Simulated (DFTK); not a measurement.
# HfN (Fm-3m) in DFTK: reference runs

Aim: a first look at HfN with PBE, on the cell as given.

Everything below comes from runs of DFTK 0.8.2. Logs are shortened: lines on timing, memory, paths and dates and some standing lists are left out, and cuts for length are marked.

### 1 The crystal as given

It takes space group Fm-3m (No. 225, cubic). The conventional cell has a = 4.512 Å, b = 4.512 Å, c = 4.512 Å, α = 90.00°, β = 90.00°, γ = 90.00°. Around Hf (site symmetry m-3m) lie 6 N at 2.26 Å. N (site symmetry m-3m) has 6 Hf at 2.26 Å as nearest neighbours.

### 2 Single point, PBE

run.jl

```julia
using DFTK
using PseudoPotentialData
using Unitful, UnitfulAtomic
using LinearAlgebra, Printf
include("save.jl")
disable_threading()

# lattice vectors are the columns
lattice = austrip(1u"Å") * [           0.0          2.256          2.256;
                    2.256            0.0          2.256;
                    2.256          2.256            0.0]
symbols   = [:Hf, :N]
positions = [[0.0, 0.0, 0.0],
             [0.5, 0.5, 0.5]]
pseudopotentials = PseudoFamily("dojo.nc.sr.pbe.v0_4_1.standard.upf")
elements = Dict(s => ElementPsp(s, pseudopotentials) for s in unique(symbols))
atoms    = [elements[s] for s in symbols]

build_model(lattice, positions; symmetries=true) =
    model_DFT(lattice, atoms, positions;
              functionals=PBE(),
              temperature=austrip(0.05u"eV"),
              smearing=Smearing.FermiDirac(),
              symmetries)
Ecut  = 42.0  # hartree
kgrid = [10, 10, 10]
tol   = 1e-6
to_GPa = ustrip(uconvert(u"GPa", 1u"hartree/bohr^3"))

model = build_model(lattice, positions)
basis = PlaneWaveBasis(model; Ecut, kgrid)
display(basis)
scfres = self_consistent_field(basis;
                               tol,
                               nbandsalg=AdaptiveBands(model; n_bands_converge=13))
display(scfres.energies)
@printf "Fermi level: %.6f eV\n" ustrip(auconvert(u"eV", something(scfres.εF, NaN)))
forces = compute_forces_cart(scfres)
println("Forces (eV/Å)")
for (s, f) in zip(symbols, forces)
    @printf "%-3s %12.6f %12.6f %12.6f\n" s ustrip.(auconvert.(u"eV/Å", f))...
end
stress = compute_stresses_cart(scfres)
println("Stress (GPa)")
display(round.(stress * to_GPa; digits=4))
println("Levels at the first k-point (eV): ", round.(ustrip.(auconvert.(u"eV", scfres.eigenvalues[1][1:scfres.n_bands_converge])); digits=4))
save_scf!(scfres; forces, stress)
```

Potentials or basis: dojo.nc.sr.pbe.v0_4_1.standard.upf (PBE).

On the command line:

```bash
julia --threads=1 run.jl  # save.jl only writes the numbers to a file and isn't shown; printed stress counts tension as positive; times include loading and compiling
```

Standard output:

```text
PlaneWaveBasis discretization:

    Ecut                 : 42.0 Ha
    fft_size             : (40, 40, 40), 64000 total points
    kgrid                : MonkhorstPack([10, 10, 10])
    num.   red. kpoints  : 1000
    num. irred. kpoints  : 47

    Discretized Model(gga_x_pbe+gga_c_pbe, 3D):
        lattice (in Bohr)    : [0         , 4.26322   , 4.26322   ]
                               [4.26322   , 0         , 4.26322   ]
                               [4.26322   , 4.26322   , 0         ]
        unit cell volume     : 154.97 Bohr³

        atoms                : HfN
        pseudopot. family    : PseudoFamily("dojo.nc.sr.pbe.v0_4_1.standard.upf")

        num. electrons       : 17
        spin polarization    : none
        temperature          : 0.0018375 Ha
        smearing             : DFTK.Smearing.FermiDirac()

        terms                : Kinetic()
                               AtomicLocal()
                               AtomicNonlocal()
                               Ewald(nothing)
                               PspCorrection()
                               Hartree()
                               Xc(gga_x_pbe, gga_c_pbe)
                               Entropy()
n     Energy            log10(ΔE)   log10(Δρ)   Diag   Δtime
---   ---------------   ---------   ---------   ----   ------
  1   -66.76588818623                   -0.55    5.0    7.22s
  2   -66.90656745670       -0.85       -1.09    2.5    4.11s
  3   -66.91150821931       -2.31       -1.59    2.7    4.09s
  4   -66.91167526956       -3.78       -2.43    1.4    2.79s
  5   -66.91169884873       -4.63       -3.06    2.7    4.15s
  6   -66.91169925269       -6.39       -3.38    2.3    3.72s
  7   -66.91169941464       -6.79       -4.27    1.7    3.28s
  8   -66.91169941866       -8.40       -4.78    2.8    4.08s
  9   -66.91169941882       -9.78       -5.31    1.8    3.34s
 10   -66.91169941885      -10.57       -6.14    2.1    3.63s
Energy breakdown (in Ha):
    Kinetic             21.7140404
    AtomicLocal         -29.6120484
    AtomicNonlocal      1.7565051
    Ewald               -53.1059377
    PspCorrection       2.9787950
    Hartree             6.7840428
    Xc                  -17.4268583
    Entropy             -0.0002383

    total               -66.911699418849
Fermi level: 14.125041 eV
Forces (eV/Å)
Hf     -0.000000    -0.000000    -0.000000
N      -0.000000    -0.000000     0.000000
Stress (GPa)
3×3 StaticArraysCore.SMatrix{3, 3, Float64, 9} with indices SOneTo(3)×SOneTo(3):
 -5.9668  -0.0      0.0
  0.0     -5.9668  -0.0
 -0.0      0.0     -5.9668
Levels at the first k-point (eV): [-48.6502, -17.0309, -17.0309, -17.0309, -3.4585, 11.0451, 11.0451, 11.0451, 13.7362, 13.7362, 13.7362, 15.8809, 16.0717]
```

Run time: 1.8 min. Hardware: 1 thread of Intel Xeon Platinum 8488C (Sapphire Rapids), shared host; peak memory 1.7 GiB.

Results:

- Free energy: -1820.7601 eV
- Pressure: 6.0 GPa
- Band gap on the k mesh: none (metal or under the smearing width)
